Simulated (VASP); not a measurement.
# GaAs (F-43m) in VASP: further runs

Runs on GaAs. Level: PBE. Tasks: relaxation of cell and atoms, single point.

Everything below comes from runs of VASP 6.6.1. Logs are shortened: lines on timing, memory, paths and dates and some standing lists are left out, and cuts for length are marked.

**The experiment to reproduce.**

From “Evidence of valence band perturbations in GaAsN/GaAs(001): A combined variable-angle spectroscopic ellipsometry and modulated photoreflectance investigation”, 2008, arxiv:0805.2212, for a bulk crystal of GaAs at 300 K: band gap 1.412 ± 0.01 eV (direct).

The runs below are set against these values where they give the same quantity.

### Step 1. The structure

Symmetry: F-43m, No. 216, cubic system. Conventional cell: a = 5.654 Å, b = 5.654 Å, c = 5.654 Å, α = 90.00°, β = 90.00°, γ = 90.00°. Ga (site symmetry -43m) has 4 As at 2.45 Å as nearest neighbours. As (site symmetry -43m) is surrounded by 4 Ga at 2.45 Å.

### Step 2. Relaxation of cell and atoms, PBE

Contents of INCAR:

```
ALGO = Normal
EDIFF = 1E-7
EDIFFG = -0.002
ENCUT = 350
GGA = PE
IBRION = 2
ISIF = 3
ISMEAR = 0
LASPH = T
LCHARG = F
LREAL = F
LWAVE = F
NELM = 100
NSW = 80
PREC = Accurate
SIGMA = 0.02
```

Contents of KPOINTS:

```
k-points
0
Gamma
  10 10 10
```

Contents of POSCAR:

```
GaAs
1.0
    0.0000000000      2.8268500000      2.8268500000
    2.8268500000      0.0000000000      2.8268500000
    2.8268500000      2.8268500000      0.0000000000
Ga As
1 1
Direct
    0.0000000000      0.0000000000      0.0000000000
    0.2500000000      0.2500000000      0.2500000000
```

Potentials or basis: VASP PAW PBE potentials, release 64 (Ga_d, As).

Command:

```console
cat potpaw_PBE.64/Ga_d/POTCAR potpaw_PBE.64/As/POTCAR > POTCAR
mpirun -np 1 vasp_std > vasp.out
```

OUTCAR:

```text
EDIFF = 1E-7
   EDIFFG = -0.002
   ENCUT = 350
   GGA = PE
   IBRION = 2
   ISIF = 3
   ISMEAR = 0
   LASPH = T
   LREAL = F
   NELM = 100
   NSW = 80
   PREC = Accurate

 ion  position               nearest neighbor table
   1  0.000  0.000  0.000-   2 2.45   2 2.45   2 2.45   2 2.45
   2  0.250  0.250  0.250-   1 2.45   1 2.45   1 2.45   1 2.45

  LATTYP: Found a face centered cubic cell.
 ALAT       =     5.6537000000

  Lattice vectors:

 A1 = (   0.0000000000,   2.8268500000,   2.8268500000)
 A2 = (   2.8268500000,   0.0000000000,   2.8268500000)
 A3 = (   2.8268500000,   2.8268500000,   0.0000000000)

Analysis of symmetry for initial positions (statically):
=====================================================================
 Subroutine PRICEL returns:
 Original cell was already a primitive cell.

 Routine SETGRP: Setting up the symmetry group for a
 face centered cubic supercell.

 Subroutine GETGRP returns: Found 24 space group operations
 (whereof 24 operations were pure point group operations)
 out of a pool of 48 trial point group operations.

The static configuration has the point symmetry T_d .

Analysis of symmetry for dynamics (positions and initial velocities):
=====================================================================
 Subroutine PRICEL returns:
 Original cell was already a primitive cell.

 Routine SETGRP: Setting up the symmetry group for a
 face centered cubic supercell.

 Subroutine GETGRP returns: Found 24 space group operations
 (whereof 24 operations were pure point group operations)
 out of a pool of 48 trial point group operations.

The dynamic configuration has the point symmetry T_d .

 Subroutine INISYM returns: Found 24 space group operations
 (whereof 24 operations are pure point group operations),
 and found     1 'primitive' translations

----------------------------------------------------------------------------------------

                                     Primitive cell

  volume of cell :      45.1792

  direct lattice vectors                    reciprocal lattice vectors
     0.000000000  2.826850000  2.826850000    -0.176875321  0.176875321  0.176875321
     2.826850000  0.000000000  2.826850000     0.176875321 -0.176875321  0.176875321
     2.826850000  2.826850000  0.000000000     0.176875321  0.176875321 -0.176875321

  length of vectors
     3.997769609  3.997769609  3.997769609     0.306357042  0.306357042  0.306357042

  position of ions in fractional coordinates (direct lattice)
     0.000000000  0.000000000  0.000000000
     0.250000000  0.250000000  0.250000000

  ion indices of the primitive-cell ions
   primitive index   ion index
                 1           1
                 2           2

----------------------------------------------------------------------------------------

 KPOINTS: k-points

Automatic generation of k-mesh.
 Grid dimensions read from file:
 generate k-points for:   10   10   10

 Generating k-lattice:

  Cartesian coordinates                     Fractional coordinates (reciprocal lattice)
    -0.017687532  0.017687532  0.017687532     0.100000000  0.000000000  0.000000000
     0.017687532 -0.017687532  0.017687532     0.000000000  0.100000000  0.000000000
     0.017687532  0.017687532 -0.017687532     0.000000000  0.000000000  0.100000000

  Length of vectors
     0.030635704  0.030635704  0.030635704

  Shift w.r.t. Gamma in fractional coordinates (k-lattice)
     0.000000000  0.000000000  0.000000000

 Subroutine IBZKPT returns following result:
 ===========================================

 Found     47 irreducible k-points:

 Following reciprocal coordinates:
            Coordinates               Weight
  0.000000  0.000000  0.000000      1.000000
  0.100000  0.000000  0.000000      8.000000
  0.200000  0.000000  0.000000      8.000000
  0.300000  0.000000  0.000000      8.000000
  0.400000  0.000000  0.000000      8.000000
  0.500000  0.000000  0.000000      4.000000
[... 16 lines left out ...]
  0.300000  0.300000  0.000000      6.000000
  0.400000  0.300000  0.000000     24.000000
 [... further k-points ...]
   k-points           NKPTS =     47   k-points in BZ     NKDIM =     47   number of bands    NBANDS=     13
   number of dos      NEDOS =    301   number of ions     NIONS =      2
   total plane-waves  NPLWV =  13824
   dimension x,y,z NGX =    24 NGY =   24 NGZ =   24
   dimension x,y,z NGXF=    48 NGYF=   48 NGZF=   48
   ions per type =               1   1
   NGX,Y,Z   is equivalent  to a cutoff of   9.98,  9.98,  9.98 a.u.
   NGXF,Y,Z  is equivalent  to a cutoff of  19.96, 19.96, 19.96 a.u.
 SYSTEM =  unknown system
   PREC   = accura    normal or accurate (medium, high low for compatibility)
   ISTART =      0    job   : 0-new  1-cont  2-samecut
   ICHARG =      2    charge: 1-file 2-atom 10-const
   ISPIN  =      1    spin polarized calculation?
   LNONCOLLINEAR =      F non collinear calculations
   LSORBIT =      F    spin-orbit coupling
   LASPH  =      T    aspherical Exc in radial PAW
   ENCUT  =  350.0 eV  25.72 Ry    5.07 a.u.   6.10  6.10  6.10*2*pi/ulx,y,z
   NELM   =    100;   NELMIN=  2; NELMDL= -5     # of ELM steps
   EDIFF  = 0.1E-06   stopping-criterion for ELM
   LREAL  =      F    real-space projection
   EDIFFG = -.2E-02   stopping-criterion for IOM
   NSW    =     80    number of steps for IOM
   IBRION =      2    ionic relax: 0-MD 1-quasi-New 2-CG
   NFREE  =      1    steps in history (QN), initial steepest desc. (CG)
   ISIF   =      3    stress and relaxation
   ISYM   =      2    0-nonsym 1-usesym 2-fastsym
   POTIM  = 0.5000    time-step for ionic-motion
   TEBEG  =    0.0;   TEEND  =   0.0 temperature during run
   PSTRESS=    0.0 pullay stress
   NELECT =      18.0000    total number of electrons
   NUPDOWN=      -1.0000    fix difference up-down
   EMIN   =  10.00;   EMAX   =-10.00  energy-range for DOS
   EFERMI =   0.00;   METHOD = LEGACY
   ISMEAR =     0;   SIGMA  =   0.02  broadening in eV -4-tet -1-fermi 0-gaus
   EFERMI_NEDOS =   21; number of points for ismear=-14 and -15
   IALGO  =     38    algorithm
   IMIX   =      4    mixing-type and parameters
     AMIX     =   0.40;   BMIX     =  1.00
     AMIX_MAG =   1.60;   BMIX_MAG =  1.00
  volume/ion in A,a.u.               =      22.59       152.44
  Fermi-wavevector in a.u.,A,eV,Ry     =   1.204628  2.276417 19.743799  1.451128
  Thomas-Fermi vector in A             =   2.340347
   LORBIT       =      0    0 simple, 1 ext, 2 COOP (PROOUT), +10 PAW based schemes
   GGA     = PE    functional components
   LHFCALC =     F    Hartree Fock is set to
   AEXX    =    0.0000 exact exchange contribution
   IVDW    =     0    specifies the selected vdW correction
   LEPSILON=     F    determine dielectric tensor
   LRPA    =     F    only Hartree local field effects (RPA)
 conjugate gradient relaxation of ions
 non-spin polarized calculation
 Gauss-broadening in eV      SIGMA  =   0.02
  energy-cutoff  :      350.00
  volume of cell :       45.18
 maximum number of plane-waves:       692
   NGX = 13   NGY = 13   NGZ = 13

--------------------------------------- Ionic step        1  -------------------------------------------

 number of electron      18.0000029 magnetization

 Free energy of the ion-electron system (eV)
  ---------------------------------------------------
  ext. energy  EPLUGINS =         0.00000000
  ---------------------------------------------------
  free energy    TOTEN  =        -8.25052404 eV

  energy without entropy =       -8.25052404  energy(sigma->0) =       -8.25052404

------------------------ aborting loop because EDIFF is reached ----------------------------------------

  FORCE on cell =-STRESS in cart. coord.  units (eV):
  Direction    XX          YY          ZZ          XY          YZ          ZX
  --------------------------------------------------------------------------------------
  -------------------------------------------------------------------------------------
  Total        0.9416111      0.9416111      0.9416111      0.0000000     -0.0000000     -0.0000000
  in kB       33.3921116     33.3921116     33.3921116      0.0000000     -0.0000000     -0.0000000
  external PRESSURE =      33.3921116 kB  Pullay stress =       0.0000000 kB
[... 57 lines left out ...]
  energy  without entropy=       -8.2703383753  energy(sigma->0) =       -8.27035105

--------------------------------------- Ionic step        3  -------------------------------------------

 number of electron      17.9999995 magnetization

 Free energy of the ion-electron system (eV)
  ---------------------------------------------------
  ext. energy  EPLUGINS =         0.00000000
  ---------------------------------------------------
  free energy    TOTEN  =        -8.27319842 eV

  energy without entropy =       -8.27319842  energy(sigma->0) =       -8.27319842

 E-fermi :   3.5599     XC(G=0):  -9.3680

 val. band max:        3.4804313963   @ k =   0.0000   0.0000   0.0000
 cond. band min:       3.6353337711   @ k =   0.0000   0.0000   0.0000
 fundamental gap:      0.1549023748
 Fermi energy:         3.5599151778

 k-point     1 :       0.0000    0.0000    0.0000
  band No.  band energies     occupation
      1     -11.2319      2.00000
      2     -11.2319      2.00000
      3     -11.2319      2.00000
      4     -11.1641      2.00000
      5     -11.1641      2.00000
      6      -8.9026      2.00000
      7       3.4804      2.00000
      8       3.4804      2.00000
      9       3.4804      2.00000
     10       3.6353      0.00000
     11       7.1955      0.00000
     12       7.1955      0.00000
     13       7.1955      0.00000
[... 353 lines left out ...]
 k-point    24 :       0.4000    0.3000    0.0000
  band No.  band energies     occupation
      1     -11.3084      2.00000
      2     -11.2015      2.00000
      3     -11.2004      2.00000
      4     -11.1785      2.00000
      5     -11.1560      2.00000
      6      -7.2974      2.00000
      7      -2.0586      2.00000
      8       1.0607      2.00000
      9       1.3765      2.00000
     10       5.3637      0.00000
     11       6.3067      0.00000
     12      10.5575      0.00000
     13      11.1883      0.00000

 [... further k-points ...]

------------------------ aborting loop because EDIFF is reached ----------------------------------------

  FORCE on cell =-STRESS in cart. coord.  units (eV):
  Direction    XX          YY          ZZ          XY          YZ          ZX
  --------------------------------------------------------------------------------------
  -------------------------------------------------------------------------------------
  Total       -0.0006102     -0.0006102     -0.0006102      0.0000000      0.0000000      0.0000000
  in kB       -0.0205990     -0.0205990     -0.0205990      0.0000000      0.0000000      0.0000000
  external PRESSURE =      -0.0205990 kB  Pullay stress =       0.0000000 kB
[... 17 lines left out ...]
  FREE ENERGIE OF THE ION-ELECTRON SYSTEM (eV)
  ---------------------------------------------------
  free  energy   TOTEN  =        -8.2731984185 eV

  energy  without entropy=       -8.2731984185  energy(sigma->0) =       -8.27319842

 reached required accuracy - stopping structural energy minimisation
```

Wall time 40 s (1 thread of Intel Xeon Platinum 8259CL at 2.50GHz (Skylake/Cascade Lake), shared host); peak memory 0.15 GiB.

Results:

```yaml
Free_energy: -8.2732 eV
Relaxed_volume: 23.73 Å³/atom
Relaxed_cell: a = 4.064 Å, b = 4.064 Å, c = 4.064 Å, α = 60.00°, β = 60.00°, γ = 60.00°
Space_group_after_relaxing_to_0.05_Å: F-43m (No. 216)
Energy_gained_by_relaxing: 11.3 meV/atom
Ionic_steps: 3
Pressure_after_relaxing: 0.0 GPa
Band_gap_on_the_k_mesh: 0.15 eV, direct
```

Step by step:
```
step  energy change (eV)  largest force (eV/Å)  pressure (GPa)  volume (Å³)
   1              0.0000                0.0000            3.34        45.18
   2             -0.0198                0.0000           -1.02        48.33
   3             -0.0227                0.0000            0.00        47.46
```

Final structure:
```xyz
2
Lattice="0.0000 2.8737 2.8737 2.8737 0.0000 2.8737 2.8737 2.8737 0.0000" Properties=species:S:1:pos:R:3 pbc="T T T"
Ga    0.0000    0.0000    0.0000
As    1.4368    1.4368    1.4368
```

Caveat: the cutoff is under 1.25 times the usual one of these potentials, so pressure, stress and relaxed cells hold a basis-set (Pulay) error. PBE gaps usually lie below the measured ones, often by a third to a half.

### Step 3. Relaxation of cell and atoms, PBE

This run uses another cell than the first one, of 23.73 Å³/atom, 1.051 times its volume.

INCAR is that of step 2.

KPOINTS is that of step 2.

Contents of POSCAR:

```
GaAs                                    
1.0
    0.0000000000      2.8736812102      2.8736812102
    2.8736812102     -0.0000000000      2.8736812102
    2.8736812102      2.8736812102     -0.0000000000
  Ga              As            
     1     1
Direct
     0.0000000000000000    0.0000000000000000    0.0000000000000000
     0.2500000000000000    0.2500000000000000    0.2500000000000000
```

Potentials or basis: VASP PAW PBE potentials, release 64 (Ga_d, As).

Command:

```console
cat potpaw_PBE.64/Ga_d/POTCAR potpaw_PBE.64/As/POTCAR > POTCAR
mpirun -np 1 vasp_std > vasp.out
```

Run time: 48 s. Hardware: 1 thread of Intel Xeon Platinum 8259CL at 2.50GHz (Skylake/Cascade Lake), shared host; peak memory 0.16 GiB.

Results (log left out):

| Item | Value |
| --- | --- |
| Free energy | -8.2748 eV |
| Relaxed volume | 23.71 Å³/atom |
| Relaxed cell | a = 4.063 Å, b = 4.063 Å, c = 4.063 Å, α = 60.00°, β = 60.00°, γ = 60.00° |
| Space group after relaxing (to 0.05 Å) | F-43m (No. 216) |
| Energy gained by relaxing | 0.0 meV/atom |
| Ionic steps | 2 |
| Pressure after relaxing | 0.0 GPa |
| Band gap on the k mesh | 0.16 eV, direct |

Final structure:
```
CELL_PARAMETERS angstrom
0.00000 2.87296 2.87296
2.87296 0.00000 2.87296
2.87296 2.87296 0.00000
ATOMIC_POSITIONS crystal
Ga 0.00000 0.00000 0.00000
As 0.25000 0.25000 0.25000
```

Levels at points of the mesh, in eV from the valence-band top:
| k point | band 6 | band 7 | band 8 | band 9 | band 10 | band 11 | band 12 | band 13 |
| --- | --- | --- | --- | --- | --- | --- | --- | --- |
| (0.00, 0.00, 0.00) | -12.39 | 0.00 | 0.00 | 0.00 | 0.16 | 3.72 | 3.72 | 3.72 |
| (0.50, 0.00, 0.00) | -10.77 | -6.38 | -1.07 | -1.07 | 0.87 | 4.62 | 4.62 | 7.70 |
| (0.50, 0.50, 0.00) | -10.09 | -6.60 | -2.51 | -2.51 | 1.55 | 1.67 | 9.78 | 9.78 |

Caveat: the cutoff is under 1.25 times the usual one of these potentials, so pressure, stress and relaxed cells hold a basis-set (Pulay) error. PBE gaps usually lie below the measured ones, often by a third to a half.

### Step 4. Single point, PBE

This run uses another cell than the first one, of 23.71 Å³/atom, 1.050 times its volume.

Contents of INCAR:

```
ALGO = Normal
EDIFF = 1E-7
ENCUT = 350
GGA = PE
ISIF = 2
ISMEAR = 0
LASPH = True
LCHARG = False
LREAL = False
LWAVE = False
NELM = 100
PREC = Accurate
SIGMA = 0.02
```

KPOINTS is that of step 3.

Contents of POSCAR:

```
GaAs                                    
1.0
    0.0000000000      2.8729639691      2.8729639691
    2.8729639691     -0.0000000000      2.8729639691
    2.8729639691      2.8729639691      0.0000000000
  Ga              As            
     1     1
Direct
     1.0000000000000000    1.0000000000000000    1.0000000000000000
     0.2500000000000000    0.2500000000000000    0.2500000000000000
```

Command:

```console
cat potpaw_PBE.64/Ga_d/POTCAR potpaw_PBE.64/As/POTCAR > POTCAR
mpirun -np 1 vasp_std > vasp.out
```

Wall time 28 s (1 thread of Intel Xeon Platinum 8259CL at 2.50GHz (Skylake/Cascade Lake), shared host); peak memory 0.16 GiB.

Results (log left out):

| Item | Value |
| --- | --- |
| Free energy | -8.2748 eV |
| Pressure | 0.0 GPa |
| Band gap on the k mesh | 0.16 eV, direct |

Levels at points of the mesh, in eV from the valence-band top:
| k point | band 6 | band 7 | band 8 | band 9 | band 10 | band 11 | band 12 | band 13 |
| --- | --- | --- | --- | --- | --- | --- | --- | --- |
| (0.00, 0.00, 0.00) | -12.39 | 0.00 | 0.00 | 0.00 | 0.16 | 3.72 | 3.72 | 3.72 |
| (0.50, 0.00, 0.00) | -10.77 | -6.38 | -1.07 | -1.07 | 0.87 | 4.62 | 4.62 | 7.70 |
| (0.50, 0.50, 0.00) | -10.09 | -6.60 | -2.51 | -2.51 | 1.55 | 1.67 | 9.78 | 9.78 |

Caveat: the cutoff is under 1.25 times the usual one of these potentials, so pressure, stress and relaxed cells hold a basis-set (Pulay) error.

### Step 5. Against experiment

Step 4. Measured gap of GaAs: 1.412 eV (direct; 300 K; “Evidence of valence band perturbations in GaAsN/GaAs(001): A combined variable-angle spectroscopic ellipsometry and modulated photoreflectance investigation”, 2008, arxiv:0805.2212). This calculation gives 0.16 eV (-1.25 eV). So large a miss can be the level of theory's own, or it may mean another phase, state or a wrong row. 3 values of this kind are on record (1.412 to 1.51 eV); this one was drawn at random among those near their median, those with a stated uncertainty first. Spin-orbit coupling on As, Ga is left out. The value is that of PBE, without temperature or zero-point motion. Semilocal functionals fall short of measured gaps as a rule.
